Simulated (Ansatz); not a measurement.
# Dielectric response of BeS (110) films, part 2 of 4

Aim: the electronic and static ε of zincblende BeS (110) from films of three thicknesses in a field.

Ansatz 0.2.0; plane-wave DFT, PBEsol, Ansatz PAW.

So far. Step 2 (Relaxation, 10 atoms, units 5): The gap is 2.56 eV, with the valence edge 6.55 eV and the conduction edge 3.99 eV under the upper vacuum level.

### 3. Single point on the relaxed film, 10 atoms, units 5

The film was relaxed beforehand; a single point on the relaxed positions gives its levels and potential.

Contents of input.yaml:

```yaml
crystal:
  lattice:
    - [3.44361002, 0.0, 0.0]
    - [0.0, 4.87, 0.0]
    - [0.0, 0.0, 24.8872200488]
  atoms:
    - { symbol: Be, position: [0.5, 0.5527337539, 0.3787666306] }
    - { symbol: S, position: [0.0, 0.7454706357, 0.3593528573] }
    - { symbol: Be, position: [0.0, -0.0169738456, 0.4292230338] }
    - { symbol: S, position: [0.5, 0.2323098018, 0.4312985597] }
    - { symbol: Be, position: [0.5, 0.4852808492, 0.5000000007] }
    - { symbol: S, position: [0.0, 0.7376381661, 0.4999999982] }
    - { symbol: Be, position: [0.0, -0.0169737738, 0.5707769657] }
    - { symbol: S, position: [0.5, 0.2323098674, 0.5687014373] }
    - { symbol: Be, position: [0.5, 0.5527338212, 0.6212333724] }
    - { symbol: S, position: [0.0, 0.7454707241, 0.6406471444] }
kpoints:
  mp_grid: { grid: [8, 6, 1] }
hamiltonian:
  xc: pbesol
scf:
  occupations: { method: fixed }
  convergence: { dr2_threshold: 1.0e-09 }
efield:
  axis: 3
  dipole_correction: true
  ramp_position: 0.97
  ramp_width: 0.06
output:
  eigenvalues: true
  write_potential: true
  write_density: true
  volumetric_format: npy
```

On the command line:

```
> ansatz run input.yaml --threads 4 --pin off --max-ram 6144MiB --backend cpu --events-out ev --progress --plain --runs-dir out
```

Numbers of over 12 decimals in the logs are rounded to 6 here.

Log:

```text
[...]
Crystal: 10 atoms, lattice volume = 417.368 Å³
Basis set: ecut = 420 eV, 8097 PW (Γ)
Bands: 30, of which v1, the nominal top of the filled ones, is band 20 counted from 1 (19 counted from 0)
Symmetry: 2 space group operations
k-points: 20 of 48 (time reversal used)
[...]
SCF iter   1: F=—  HF=-4885.621484 eV  |F-HF|=—  |Δ(HF+E_count)|=         —  Δρ=2.32e-3  dr2=5.14e-2  ethr=1.77e-3  p=0.000 e·Å  D=5.14e-8 V/Å  ΔV_dip=-0.00 eV  dr2_dipole=2.33e-9  V_vac-E_F(+/−)=6.08/6.08 eV  ⟨swp⟩=6.0  Hψ=3116  notcnv=0  defer=150
[...]
SCF iter   9: F=-4885.612691 eV  HF=-4885.612691 eV  |F-HF|=2.52e-10  |Δ(HF+E_count)|=  9.99e-10  Δρ=2.47e-7  dr2=3.45e-10  ethr=2.50e-12  p=0.000 e·Å  D=9.51e-7 V/Å  ΔV_dip=-0.00 eV  dr2_dipole=3.47e-11  V_vac-E_F(+/−)=6.55/6.55 eV  ⟨swp⟩=20.6  Hψ=4701  notcnv=0
SCF 1 converged in 9 iterations: F = -4885.612691 eV  dr2 = 3.45e-10
[...]
SCF converged after 9 iterations
Free energy (F): -4885.612691 eV
[...]
Internal energy: -4885.612691 eV  (E = F + TS)
E sigma→0 (E₀):  -4885.612691 eV
Fermi energy:    -2.554840 eV
Dipole field:    D = -0.000005 V/Å  (p = -0.000010 e·Å, saw-weighted, corrected)
Work function:   Φ+ = 6.5486 eV   Φ− = 6.5485 eV
[...]
--- Band table (eV; the first three rows and the last of 20) ---
  k-point 0: bands = [... 16 lower, -2.9132, -2.8654, -2.6992, -2.5548, 0.8723, 2.0975, 2.2025, 2.6827, ... 6 higher]
  k-point 1: bands = [... 16 lower, -3.0277, -2.9649, -2.7956, -2.7111, 1.0517, 2.2164, 2.3464, 2.6273, ... 6 higher]
  k-point 2: bands = [... 16 lower, -3.3456, -3.3284, -3.1544, -2.7236, 1.4920, 2.4317, 2.4327, 2.8449, ... 6 higher]
  k-point 19: bands = [... 16 lower, -3.9187, -3.8987, -3.1471, -2.9044, 1.5515, 1.9718, 3.3826, 3.4590, ... 6 higher]
```

Run time: 9.2 s. Hardware: 4 threads of Arm Neoverse V1, shared host; peak memory 0.77 GiB; 36 s of CPU time.

Numbers from this step:

* dipole along the normal: -1.05e-5 e·Å

Running mean over 1.722 Å of the planar mean; the ramp of the sawtooth is left out. The electron's electrostatic potential energy less the highest filled level by z:

| z (Å) | electron's electrostatic potential energy less the highest filled level (eV) |
| --- | --- |
| 3.5 | 6.55 |
| 4.0 | 6.55 |
| 4.5 | 6.55 |
| 5.0 | 6.55 |
| 5.5 | 6.55 |
| 6.0 | 6.54 |
| 6.5 | 6.51 |
| 7.0 | 6.35 |
| 7.5 | 5.62 |
| 8.0 | 3.57 |
| 8.5 | 0.666 |
| 9.0 | -1.56 |
| 9.5 | -2.60 |
| 10.0 | -3.41 |
| 10.5 | -3.27 |
| 11.0 | -2.84 |
| 11.5 | -2.64 |
| 12.0 | -2.60 |
| 12.5 | -2.60 |
| 13.0 | -2.60 |
| 13.5 | -2.67 |
| 14.0 | -2.91 |
| 14.5 | -3.36 |
| 15.0 | -3.29 |
| 15.5 | -2.38 |
| 16.0 | -1.20 |
| 16.5 | 1.34 |
| 17.0 | 4.13 |
| 17.5 | 5.88 |
| 18.0 | 6.41 |
| 18.5 | 6.52 |
| 19.0 | 6.54 |
| 19.5 | 6.55 |
| 20.0 | 6.55 |
| 20.5 | 6.55 |
| 21.0 | 6.55 |
| 21.5 | 6.55 |

The gap is 2.56 eV, with the valence edge 6.55 eV and the conduction edge 3.99 eV under the upper vacuum level.

### 4. Single point, 10 atoms, units 5, field 0.1 V/Å

A sawtooth potential applies the field, turning back in the middle of the vacuum. With the dipole correction the typed value is the field outside the slab. The induced dipole is small, so the SCF threshold is tight.

input.yaml, as its differences from that of step 3:

```diff
@@ -22,3 +22,3 @@
   occupations: { method: fixed }
-  convergence: { dr2_threshold: 1.0e-09 }
+  convergence: { dr2_threshold: 1.0e-10 }
 efield:
@@ -28,4 +28,4 @@
   ramp_width: 0.06
+  amplitude: 0.1
 output:
-  eigenvalues: true
   write_potential: true
```

Log:

```text
[...]
Crystal: 10 atoms, lattice volume = 417.368 Å³
Basis set: ecut = 420 eV, 8097 PW (Γ)
Bands: 30, of which v1, the nominal top of the filled ones, is band 20 counted from 1 (19 counted from 0)
Symmetry: 2 space group operations
k-points: 20 of 48 (time reversal used)
[...]
SCF iter   1: F=—  HF=-4886.855914 eV  |F-HF|=—  |Δ(HF+E_count)|=         —  Δρ=2.76e-2  dr2=3.91e0  ethr=3.10e-3  p=0.082 e·Å  D=3.54e-2 V/Å  ΔV_dip=-0.88 eV  dr2_dipole=7.49e-4  V_vac-E_F(+/−)=9.05/7.67 eV  ⟨swp⟩=6.1  Hψ=3119  notcnv=0  defer=139
[...]
SCF iter  12: F=-4885.616197 eV  HF=-4885.616197 eV  |F-HF|=1.82e-12  |Δ(HF+E_count)|=  3.08e-10  Δρ=6.31e-8  dr2=1.37e-11  ethr=1.00e-12  p=0.070 e·Å  D=3.04e-2 V/Å  ΔV_dip=-0.76 eV  dr2_dipole=7.22e-14  V_vac-E_F(+/−)=7.27/5.77 eV  ⟨swp⟩=19.6  Hψ=4176  notcnv=0
SCF 1 converged in 12 iterations: F = -4885.616197 eV  dr2 = 1.37e-11
[...]
SCF converged after 12 iterations
[...]
Free energy (F): -4885.616197 eV
[...]
Internal energy: -4885.616197 eV  (E = F + TS)
E sigma→0 (E₀):  -4885.616197 eV
Fermi energy:    -2.552430 eV
Dipole field:    D = 0.030402 V/Å  (p = 0.070123 e·Å, saw-weighted, corrected)
Work function:   not extracted (applied field tilts the vacuum); planar V_es + V_field profile in the machine report
[...]
--- Band table (eV; the first three rows and the last of 20) ---
  k-point 0: bands = [... 16 lower, -2.9144, -2.8721, -2.6913, -2.5524, 0.8708, 2.0971, 2.1863, 2.6825, ... 6 higher]
  k-point 1: bands = [... 16 lower, -3.0297, -2.9688, -2.7919, -2.7056, 1.0501, 2.2154, 2.3261, 2.6368, ... 6 higher]
  k-point 2: bands = [... 16 lower, -3.3587, -3.3082, -3.1574, -2.7192, 1.4896, 2.3990, 2.4553, 2.8469, ... 6 higher]
  k-point 19: bands = [... 16 lower, -3.9398, -3.8801, -3.1520, -2.8969, 1.5427, 1.9794, 3.3795, 3.4579, ... 6 higher]
```

It took 10 s on 4 threads; peak memory 0.76 GiB.

This step gave:

- gap on the k-mesh: 2.552 eV
- dipole along the normal: 0.07012 e·Å

The dipole is 0.0701 e·Å, and the gap on the mesh 2.552 eV.

### 5. Single point, 10 atoms, units 5, field -0.1 V/Å

input.yaml, as its differences from that of step 4:

```diff
@@ -28,3 +28,3 @@
   ramp_width: 0.06
-  amplitude: 0.1
+  amplitude: -0.1
 output:
```

Log:

```text
[...]
Crystal: 10 atoms, lattice volume = 417.368 Å³
Basis set: ecut = 420 eV, 8097 PW (Γ)
Bands: 30, of which v1, the nominal top of the filled ones, is band 20 counted from 1 (19 counted from 0)
Symmetry: 2 space group operations
k-points: 20 of 48 (time reversal used)
[...]
k-point 0: bands = [... 16 lower, -2.9144, -2.8721, -2.6913, -2.5524, 0.8708, 2.0971, 2.1863, 2.6825, ... 6 higher]
  k-point 1: bands = [... 16 lower, -3.0297, -2.9688, -2.7919, -2.7056, 1.0501, 2.2154, 2.3261, 2.6368, ... 6 higher]
  k-point 2: bands = [... 16 lower, -3.3587, -3.3082, -3.1574, -2.7192, 1.4896, 2.3990, 2.4553, 2.8469, ... 6 higher]
  k-point 19: bands = [... 16 lower, -3.9398, -3.8801, -3.1520, -2.8969, 1.5427, 1.9794, 3.3795, 3.4579, ... 6 higher]
[key lines of the parts left out:]
SCF converged after 12 iterations
Free energy (F): -4885.616197 eV
Fermi energy:    -2.552430 eV
Dipole field:    D = -0.030402 V/Å  (p = -0.070123 e·Å, saw-weighted, corrected)
```

It took 9.9 s on 4 threads; peak memory 0.76 GiB; 38 s of CPU time.

The dipole is -0.0701 e·Å, and the gap on the mesh 2.552 eV.

### 6. Response with the atoms held, 10 atoms, units 5

This step: plane-wave DFT, PBEsol, Ansatz PAW; response to a field along the normal, atoms held (Ansatz 0.2.0).

The two fields give this film's response with the atoms held: the electronic part.

This step gave:

| Quantity | Value |
| --- | --- |
| equivalent conductor thickness p/(ε₀AE) | 7.566 Å |
| distance between the outer atoms | 7.001 Å |
| thickness | 8.609 Å |

Local field over the applied field, running mean. From the potentials at -0.1 and 0.1 V/Å; running mean over 1.722 Å, taken twice. Local field over applied field against z:

z (Å), local field over applied field and a bar from the least value:
```
      4.5      0.999 ##############################
      5.0      0.997 ##############################
      5.5      0.992 ##############################
      6.0      0.976 #############################
      6.5      0.936 ############################
      7.0      0.853 #########################
      7.5      0.721 ####################
      8.0      0.555 ##############
      8.5      0.389 ########
      9.0      0.261 ###
      9.5      0.190 #
     10.0      0.169 
     10.5      0.174 
     11.0      0.181 
     11.5      0.182 
     12.0      0.178 
     12.5      0.177 
     13.0      0.179 
     13.5      0.182 
     14.0      0.180 
     14.5      0.172 
     15.0      0.171 
     15.5      0.201 #
     16.0      0.285 ####
     16.5      0.424 #########
     17.0      0.594 ###############
     17.5      0.755 #####################
     18.0      0.876 ##########################
     18.5      0.948 ############################
     19.0      0.981 #############################
     19.5      0.994 ##############################
     20.0      0.998 ##############################
     20.5      0.999 ##############################
```

The induced electron density oscillates, so the rows of the table below give means over windows of 1.8 Å about each position, cut where the curve ends. Its maxima inside the range that stand out by 2 % of the span (Å: e/Å³ per V/Å): 8.0: 0.00311, 11.2: 8.0e-4, 12.9: 6.5e-4, 14.7: 0.00100. Its minima: 10.2: -0.00100, 12.0: -6.5e-4, 13.7: -8.0e-4, 16.9: -0.00311.

Electrons, planar mean, per unit field. Table of induced electron density by z; means over each step:

z (Å), induced electron density (e/Å³ per V/Å) and a bar from the least value:
```
     4.91    0.00002 ##############
     6.71    0.00075 ####################
     8.51    0.00191 ##############################
    10.31   -0.00018 #############
    12.11    0.00010 ###############
    13.91    0.00005 ###############
    15.71   -0.00081 ########
    17.51   -0.00175 
    19.31   -0.00007 ##############
```

By hand: between -0.1 and 0.1 V/Å the dipole changes by 0.1402 e·Å, a slope of 0.7012 e·Å²/V. A perfect conductor of thickness t has p = ε₀AEt, so t = 180.95 × 0.7012 / 16.770 = 7.57 Å (e/ε₀ = 180.95 V·Å, A in Å²).

The induced dipole is that of a conductor 7.57 Å thick.

### 7. Relaxing in the field, 10 atoms, field 0.05 V/Å

This step: plane-wave DFT, PBEsol, Ansatz PAW (Ansatz 0.2.0).

Now the atoms may follow the field. A weak field makes forces of meV/Å to tens of meV/Å, so the force tolerance is set well below the usual one.

input.yaml, as its differences from that of step 5:

```diff
@@ -28,3 +28,6 @@
   ramp_width: 0.06
-  amplitude: -0.1
+  amplitude: 0.05
+relax:
+  f_tol: 0.0006
+  max_steps: 70
 output:
```

Log:

```text
[...]
Crystal: 10 atoms, lattice volume = 417.368 Å³
Basis set: ecut = 420 eV, 8097 PW (Γ), exchange–correlation on 48×72×360 points (8 copies of the dense FFT grid, shifted against one another)
Bands: 30, of which v1, the nominal top of the filled ones, is band 20 counted from 1 (19 counted from 0)
Symmetry: 2 space group operations
k-points: 20 of 48 (time reversal used)
[...]
SCF iter   1: F=—  HF=-4886.852854 eV  |F-HF|=—  |Δ(HF+E_count)|=         —  Δρ=2.76e-2  dr2=3.91e0  ethr=3.10e-3  p=0.041 e·Å  D=1.77e-2 V/Å  ΔV_dip=-0.44 eV  dr2_dipole=1.88e-4  V_vac-E_F(+/−)=8.72/8.02 eV  ⟨swp⟩=6.1  Hψ=3126  notcnv=0  defer=138
[...]
SCF iter  12: F=-4885.613373 eV  HF=-4885.613373 eV  |F-HF|=3.00e-11  |Δ(HF+E_count)|=  3.57e-10  Δρ=6.45e-8  dr2=1.37e-11  ethr=1.00e-12  p=0.035 e·Å  D=1.52e-2 V/Å  ΔV_dip=-0.38 eV  dr2_dipole=2.05e-14  V_vac-E_F(+/−)=6.91/6.15 eV  ⟨swp⟩=7.3  Hψ=3075  notcnv=0
SCF 1 converged in 12 iterations: F = -4885.613373 eV  dr2 = 1.37e-11
[...]
relax step   1: F+E_penalty+E_count = -4885.61337284 eV  Δ(F+E_penalty+E_count) = +0.000e0 eV  max|allowed force component| = 1.635e-2 eV/Å  Δτ_max = 0.0000 Å  (12 SCF iters, accepted)
[...]
SCF iter   7: F=-4885.613417 eV  HF=-4885.613417 eV  |F-HF|=2.64e-11  |Δ(HF+E_count)|=  2.98e-10  Δρ=9.14e-8  dr2=2.98e-11  ethr=1.00e-12  p=0.036 e·Å  D=1.58e-2 V/Å  ΔV_dip=-0.39 eV  dr2_dipole=2.18e-12  V_vac-E_F(+/−)=6.90/6.16 eV  ⟨swp⟩=7.2  Hψ=3035  notcnv=0
SCF 2 converged in 7 iterations: F = -4885.613417 eV  dr2 = 2.98e-11
relax step   2: F+E_penalty+E_count = -4885.61341701 eV  Δ(F+E_penalty+E_count) = -4.417e-5 eV  max|allowed force component| = 7.279e-3 eV/Å  Δτ_max = 0.0015 Å  (7 SCF iters, accepted)
SCF iter   1: F=—  HF=-4885.613409 eV  |F-HF|=—  |Δ(HF+E_count)|=         —  Δρ=5.74e-5  dr2=2.41e-5  ethr=4.99e-7  p=0.036 e·Å  D=1.58e-2 V/Å  ΔV_dip=-0.39 eV  dr2_dipole=5.66e-6  V_vac-E_F(+/−)=6.90/6.16 eV  ⟨swp⟩=3.0  Hψ=1425  notcnv=0  defer=160
[...]
SCF iter   7: F=-4885.613428 eV  HF=-4885.613428 eV  |F-HF|=6.37e-12  |Δ(HF+E_count)|=  1.92e-10  Δρ=6.38e-8  dr2=1.69e-11  ethr=1.00e-12  p=0.037 e·Å  D=1.62e-2 V/Å  ΔV_dip=-0.40 eV  dr2_dipole=3.80e-15  V_vac-E_F(+/−)=6.90/6.16 eV  ⟨swp⟩=7.0  Hψ=2966  notcnv=0
SCF 3 converged in 7 iterations: F = -4885.613428 eV  dr2 = 1.69e-11
relax step   3: F+E_penalty+E_count = -4885.61342781 eV  Δ(F+E_penalty+E_count) = -1.080e-5 eV  max|allowed force component| = 1.652e-3 eV/Å  Δτ_max = 0.0013 Å  (7 SCF iters, accepted)
SCF iter   1: F=—  HF=-4885.613405 eV  |F-HF|=—  |Δ(HF+E_count)|=         —  Δρ=1.14e-5  dr2=4.94e-7  ethr=3.11e-8  p=0.037 e·Å  D=1.62e-2 V/Å  ΔV_dip=-0.40 eV  dr2_dipole=5.98e-10  V_vac-E_F(+/−)=6.90/6.16 eV  ⟨swp⟩=2.4  Hψ=1346  notcnv=0  defer=96
[...]
SCF iter   5: F=-4885.613428 eV  HF=-4885.613428 eV  |F-HF|=5.46e-12  |Δ(HF+E_count)|=  1.23e-10  Δρ=9.44e-8  dr2=2.84e-11  ethr=1.00e-12  p=0.037 e·Å  D=1.62e-2 V/Å  ΔV_dip=-0.40 eV  dr2_dipole=1.42e-12  V_vac-E_F(+/−)=6.90/6.16 eV  ⟨swp⟩=7.0  Hψ=3011  notcnv=0
SCF 4 converged in 5 iterations: F = -4885.613428 eV  dr2 = 2.84e-11
relax step   4: F+E_penalty+E_count = -4885.61342821 eV  Δ(F+E_penalty+E_count) = -4.030e-7 eV  max|allowed force component| = 4.474e-4 eV/Å  Δτ_max = 0.0003 Å  (5 SCF iters, accepted)
NSCF: frozen V_eff on 20 k-points
[...]
SCF converged after 5 iterations
[...]
Free energy (F): -4885.613428 eV
[...]
Internal energy: -4885.613428 eV  (E = F + TS)
E sigma→0 (E₀):  -4885.613428 eV
Fermi energy:    -2.554311 eV
Dipole field:    D = 0.016149 V/Å  (p = 0.037248 e·Å, saw-weighted, corrected)
Work function:   not extracted (applied field tilts the vacuum); planar V_es + V_field profile in the machine report
[...]
--- Forces (eV/Å), atoms counted from 1 ---
  atom   1  Be     0.00000000     0.00011087    -0.00013662
  atom   2  S     -0.00000000     0.00004076    -0.00002021
  atom   3  Be    -0.00000000    -0.00007832     0.00003801
  atom   4  S      0.00000000    -0.00025259     0.00003428
  atom   5  Be    -0.00000000    -0.00002539    -0.00019076
  atom   6  S      0.00000000     0.00009270     0.00044760
  atom   7  Be    -0.00000000     0.00003347     0.00004921
  atom   8  S      0.00000000     0.00022529    -0.00002195
  atom   9  Be     0.00000000    -0.00014500    -0.00017872
  atom  10  S     -0.00000000    -0.00000121    -0.00001852
  max |Σ_I F_I| component: 2.33e-6 eV/Å
--- Band table (eV; the first three rows and the last of 20) ---
  k-point 0: bands = [... 16 lower, -2.9131, -2.8667, -2.6980, -2.5543, 0.8721, 2.0973, 2.2001, 2.6820, ... 6 higher]
  k-point 1: bands = [... 16 lower, -3.0277, -2.9658, -2.7950, -2.7104, 1.0514, 2.2162, 2.3433, 2.6283, ... 6 higher]
  k-point 2: bands = [... 16 lower, -3.3485, -3.3244, -3.1552, -2.7232, 1.4915, 2.4228, 2.4397, 2.8452, ... 6 higher]
  k-point 19: bands = [... 16 lower, -3.9212, -3.8963, -3.1481, -2.9030, 1.5507, 1.9729, 3.3825, 3.4587, ... 6 higher]
--- Relaxed structure (4 steps of the walk, 4 accepted, 0 SCFs on fresh bases) ---
  F+E_penalty+E_count = -4885.61342821 eV   max|allowed force component| = 4.474e-4 eV/Å
  atoms:
    - { symbol: Be, position: [0.5, 0.552745, 0.378823] }
    - { symbol: S, position: [0, 0.745403, 0.359312] }
    - { symbol: Be, position: [0, -0.016993, 0.429238] }
    - { symbol: S, position: [0.5, 0.232247, 0.431285] }
    - { symbol: Be, position: [0.5, 0.485223, 0.500027] }
    - { symbol: S, position: [0, 0.737607, 0.499956] }
    - { symbol: Be, position: [0, -0.016942, 0.570785] }
    - { symbol: S, position: [0.5, 0.232366, 0.568683] }
    - { symbol: Be, position: [0.5, 0.552708, 0.621287] }
    - { symbol: S, position: [0, 0.745636, 0.640602] }
```

Wall time 21 s (4 threads); peak memory 0.74 GiB.

Hardly anything moved in the relaxation; the energy changed by under 0.2 meV an atom.

Numbers from this step:

| Quantity | Value |
| --- | --- |
| gap on the k-mesh | 2.557 eV |
| dipole along the normal | 0.03725 e·Å |

The relaxation took 4 steps and lowered the energy by 5.5e-5 eV; the largest force on the free atoms ends at 4.5e-4 eV/Å.

The dipole is 0.0372 e·Å, and the gap on the mesh 2.557 eV.

### 8. Relaxing in the field, 10 atoms, field -0.05 V/Å

The opposite sign, again from the field-free geometry; the difference of the two cancels what relaxes without a field.

input.yaml, as its differences from that of step 7:

```diff
@@ -28,3 +28,3 @@
   ramp_width: 0.06
-  amplitude: 0.05
+  amplitude: -0.05
 relax:
```

Log:

```text
[...]
Crystal: 10 atoms, lattice volume = 417.368 Å³
Basis set: ecut = 420 eV, 8097 PW (Γ), exchange–correlation on 48×72×360 points (8 copies of the dense FFT grid, shifted against one another)
Bands: 30, of which v1, the nominal top of the filled ones, is band 20 counted from 1 (19 counted from 0)
Symmetry: 2 space group operations
k-points: 20 of 48 (time reversal used)
[...]
- { symbol: S, position: [0, 0.745636, 0.359398] }
    - { symbol: Be, position: [0, -0.016942, 0.429215] }
    - { symbol: S, position: [0.5, 0.232366, 0.431317] }
    - { symbol: Be, position: [0.5, 0.485223, 0.499973] }
    - { symbol: S, position: [0, 0.737607, 0.500044] }
    - { symbol: Be, position: [0, -0.016993, 0.570762] }
    - { symbol: S, position: [0.5, 0.232247, 0.568715] }
    - { symbol: Be, position: [0.5, 0.552745, 0.621177] }
    - { symbol: S, position: [0, 0.745403, 0.640688] }
[key lines of the parts left out:]
SCF converged after 5 iterations
Free energy (F): -4885.613428 eV
Fermi energy:    -2.554311 eV
Dipole field:    D = -0.016149 V/Å  (p = -0.037248 e·Å, saw-weighted, corrected)
```

Elapsed: 21 s, on 4 threads; peak memory 0.74 GiB.

No atom moved by 0.005 Å in the relaxation.

The relaxation took 4 steps and lowered the energy by 5.5e-5 eV; the largest force on the free atoms ends at 4.5e-4 eV/Å.

The dipole is -0.0372 e·Å, and the gap on the mesh 2.557 eV.

### 9. Response with the atoms relaxed, 10 atoms, units 5

This step: plane-wave DFT, PBEsol, Ansatz PAW; response to a field along the normal, atoms relaxed (Ansatz 0.2.0).

The two relaxed runs give the static response.

This step gave:

```
equivalent conductor thickness p/(ε₀AE) : 8.038 Å
```

Local field over the applied field, running mean. From the potentials at -0.05 and 0.05 V/Å; running mean over 1.722 Å, taken twice. Local field over applied field against z:

| z (Å) | local field over applied field |
| --- | --- |
| 4.5 | 0.999 |
| 5.0 | 0.997 |
| 5.5 | 0.991 |
| 6.0 | 0.973 |
| 6.5 | 0.920 |
| 7.0 | 0.822 |
| 7.5 | 0.712 |
| 8.0 | 0.566 |
| 8.5 | 0.406 |
| 9.0 | 0.233 |
| 9.5 | 0.0879 |
| 10.0 | 0.0535 |
| 10.5 | 0.0737 |
| 11.0 | 0.125 |
| 11.5 | 0.159 |
| 12.0 | 0.167 |
| 12.5 | 0.166 |
| 13.0 | 0.166 |
| 13.5 | 0.155 |
| 14.0 | 0.114 |
| 14.5 | 0.0651 |
| 15.0 | 0.0535 |
| 15.5 | 0.112 |
| 16.0 | 0.273 |
| 16.5 | 0.441 |
| 17.0 | 0.603 |
| 17.5 | 0.739 |
| 18.0 | 0.845 |
| 18.5 | 0.937 |
| 19.0 | 0.979 |
| 19.5 | 0.993 |
| 20.0 | 0.998 |
| 20.5 | 0.999 |

The induced dipole is that of a conductor 8.04 Å thick.

(Part 2 of 4 ends here.)

[Logs are printed without paths, hosts, clocks, repeated set-up lines and the standing remarks that a program may print on its own settings, such as how far it seeks lower states.]

[Hosts, paths, dates, database ids (printed as entryN), source tags and the programs' standing remarks are cut or masked in the printed files.]

[Maps of the electrostatic potential energy from Ansatz leave out the sawtooth potential of an applied field or a dipole correction, so their vacuum need not be flat; planar profiles and work functions include it.]
